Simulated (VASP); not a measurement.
Method: PBE GGA, VASP's PBE PAW potentials (set 64) (plane waves; VASP).

The input files of a VASP run:

File POSCAR:
```
ZnTe
1.0
  0.0000000000   3.0500000000   3.0500000000
  3.0500000000   0.0000000000   3.0500000000
  3.0500000000   3.0500000000   0.0000000000
Zn Te
1 1
Cart
  0.0000000000   0.0000000000   0.0000000000
  4.5750000000   4.5750000000   4.5750000000
```

**INCAR**
```
PREC=Accurate
NELM=100   # most electronic steps
EDIFF=1E-6
LMAXMIX=4
LASPH=.TRUE.   # aspherical one-centre terms
LWAVE=.FALSE.
GGA=PE
IBRION=2   # conjugate gradients
ALGO=Normal
LCHARG=.FALSE.
LREAL=.FALSE.   # projection in real space or not
ISIF=3   # ions, shape and volume
ISMEAR=0
NSW=60   # most ionic steps
SYSTEM=ZnTe
ENCUT=480
SIGMA=0.05   # width (eV)
EDIFFG=-0.01
```

KPOINTS:
```
Automatic mesh
0
Gamma
7 7 7
0 0 0
```

POTCAR, in this order: Zn Te (PBE.64 set). Program: vasp_std.

Output of the run:

**OSZICAR**
```
       N       E                     dE             d eps       ncg     rms          rms(c)
DAV:   1     0.741308232767E+02    0.74131E+02   -0.82999E+03   520   0.137E+03
DAV:   2    -0.129321364256E+01   -0.75424E+02   -0.72494E+02   545   0.248E+02
DAV:   3    -0.529280680955E+01   -0.39996E+01   -0.39876E+01   675   0.587E+01
DAV:   4    -0.534665815074E+01   -0.53851E-01   -0.53841E-01   658   0.678E+00
DAV:   5    -0.534739254379E+01   -0.73439E-03   -0.73438E-03   630   0.606E-01    0.483E+00
DAV:   6    -0.518175852556E+01    0.16563E+00   -0.59663E-01   633   0.228E+01    0.377E+00
DAV:   7    -0.517162236652E+01    0.10136E-01   -0.11696E-01   580   0.400E+00    0.152E+00
DAV:   8    -0.517159181570E+01    0.30551E-04   -0.47236E-03   699   0.709E-01    0.388E-01
DAV:   9    -0.517180988272E+01   -0.21807E-03   -0.10352E-03   575   0.345E-01    0.127E-01
DAV:  10    -0.517183376575E+01   -0.23883E-04   -0.88249E-05   623   0.981E-02    0.859E-02
DAV:  11    -0.517188765113E+01   -0.53885E-04   -0.90696E-05   555   0.618E-02    0.409E-02
DAV:  12    -0.517188841500E+01   -0.76387E-06   -0.30811E-06   615   0.197E-02
   1 F= -.51718884E+01 E0= -.51718884E+01  d E =-.517189E+01
       N       E                     dE             d eps       ncg     rms          rms(c)
DAV:   1    -0.562479273238E+01   -0.45291E+00   -0.62211E+00   625   0.507E+01    0.474E+00
DAV:   2    -0.524892644077E+01    0.37587E+00   -0.12862E+00   615   0.265E+01    0.173E+00
DAV:   3    -0.519840752962E+01    0.50519E-01   -0.44660E-02   565   0.199E+00    0.860E-01
DAV:   4    -0.518537321594E+01    0.13034E-01   -0.11391E-02   575   0.836E-01    0.267E-01
DAV:   5    -0.518462037218E+01    0.75284E-03   -0.12087E-03   745   0.714E-01    0.157E-01
DAV:   6    -0.518453248131E+01    0.87891E-04   -0.62028E-04   580   0.456E-01    0.458E-02
DAV:   7    -0.518451803807E+01    0.14443E-04   -0.11194E-04   610   0.255E-01    0.141E-02
DAV:   8    -0.518452317394E+01   -0.51359E-05   -0.15421E-05   540   0.421E-02    0.977E-03
DAV:   9    -0.518452346307E+01   -0.28913E-06   -0.20456E-07   385   0.447E-03
   2 F= -.51845235E+01 E0= -.51845235E+01  d E =-.126350E-01
       N       E                     dE             d eps       ncg     rms          rms(c)
DAV:   1    -0.520313666519E+01   -0.18613E-01   -0.23888E-01   630   0.926E+00    0.959E-01
DAV:   2    -0.518772647415E+01    0.15410E-01   -0.65245E-02   615   0.648E+00    0.330E-01
DAV:   3    -0.518582394928E+01    0.19025E-02   -0.18232E-03   576   0.535E-01    0.165E-01
DAV:   4    -0.518528411559E+01    0.53983E-03   -0.51954E-04   605   0.203E-01    0.615E-02
DAV:   5    -0.518525573908E+01    0.28377E-04   -0.39878E-05   656   0.704E-02    0.413E-02
DAV:   6    -0.518524447057E+01    0.11269E-04   -0.18156E-05   540   0.565E-02    0.663E-03
DAV:   7    -0.518524419622E+01    0.27435E-06   -0.19336E-06   386   0.269E-02
   3 F= -.51852442E+01 E0= -.51852442E+01  d E =-.133558E-01
```

**OUTCAR**
```
------------------------ aborting loop because EDIFF is reached ----------------------------------------
  FORCE on cell =-STRESS in cart. coord.  units (eV):
  Direction    XX          YY          ZZ          XY          YZ          ZX
  --------------------------------------------------------------------------------------
  Total        0.0144881      0.0144881      0.0144881     -0.0000000      0.0000000      0.0000000
  in kB        0.3931356      0.3931356      0.3931356     -0.0000000      0.0000000      0.0000000
  external PRESSURE =       0.3931356 kB  Pullay stress =       0.0000000 kB
  volume of cell :       59.04
      direct lattice vectors                 reciprocal lattice vectors
     0.000000000  3.090651425  3.090651425    -0.161778192  0.161778192  0.161778192
     3.090651425 -0.000000000  3.090651425     0.161778192 -0.161778192  0.161778192
     3.090651425  3.090651425  0.000000000     0.161778192  0.161778192 -0.161778192
 POSITION                                       TOTAL-FORCE (eV/Angst)
 -----------------------------------------------------------------------------------
      0.00000      0.00000      0.00000        -0.000000     -0.000000     -0.000000
      4.63598      4.63598      4.63598         0.000000      0.000000      0.000000
 -----------------------------------------------------------------------------------
    total drift:                                0.000001      0.000001      0.000001
  FREE ENERGIE OF THE ION-ELECTRON SYSTEM (eV)
  ---------------------------------------------------
  free  energy   TOTEN  =        -5.1852441962 eV

  energy  without entropy=       -5.1852441962  energy(sigma->0) =       -5.18524420

 reached required accuracy - stopping structural energy minimisation
```
(Selected blocks of OUTCAR.)

File CONTCAR:
```
ZnTe
   1.00000000000000
     0.0000000000000000    3.0906514252669766    3.0906514252669766
     3.0906514252669766   -0.0000000000000000    3.0906514252669766
     3.0906514252669766    3.0906514252669766    0.0000000000000000
  Zn              Te
     1     1
Direct
     0.0000000000000000    0.0000000000000000    0.0000000000000000
     0.7500000000000000    0.7500000000000000    0.7500000000000000
```

Energy and stress use the plane-wave basis of the starting cell.

The compound is ZnTe in the zinc blende structure. This run relaxes it. Symmetry was kept, so distortions that lower it aren't found.
